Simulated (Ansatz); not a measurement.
# Two Ansatz runs on O

The cell comes from COD entry 2106431, which wasn't checked; take it as a given geometry. The listed cell was then made from it by scaling, straining or moving an atom.

First run: DFT, LDA, PAW with Ansatz's default frozen-core files, scalar-relativistic (Ansatz 0.2.0).

Command: `ansatz run input.yaml --threads 1 --pin off --max-ram 2048MiB --backend cpu --events-out ev --progress --plain --runs-dir out` The run took 0.77 s on 1 thread of AMD EPYC 9R45 96-Core Processor (Zen 5), with other jobs on the host, peak memory 0.36 GiB.

```yaml
crystal:
  lattice:
    - [1.4041122177, 0.8106645668, 3.3622362452]
    - [-1.4041122177, 0.8106645668, 3.3622362452]
    - [0.0, -1.6213291337, 3.3622362452]
  atoms:
    - { symbol: O, position: [0.0577, 0.0577, 0.0577] }
    - { symbol: O, position: [0.9423, 0.9423, 0.9423] }
kpoints:
  mp_grid: { grid: [10, 10, 10] }
scf:
  occupations: { method: fermi_dirac, width: 0.02 }
hamiltonian:
  xc: lda
  pseudopotentials: { kind: paw }
output:
  forces: true
  stress: true
  eigenvalues: true
  efg: { contact_densities: true }
```

Result: converged; pressure 0.30 GPa; largest force 2.751 eV/Å; no gap on the k mesh; 6 SCF iterations.

Solid oxygen carries moments on its molecules; these runs leave spin out.

The input is then changed:

```diff
@@ -12,6 +12,6 @@
   occupations: { method: fermi_dirac, width: 0.02 }
 hamiltonian:
-  xc: lda
-  pseudopotentials: { kind: paw }
+  xc: revpbe
+  pseudopotentials: { kind: paw, source: jth }
 output:
   forces: true
```

Task: What does the second run give?

Result: It converged; pressure 14.48 GPa; largest force 4.632 eV/Å; no gap on the k mesh; 6 SCF iterations.
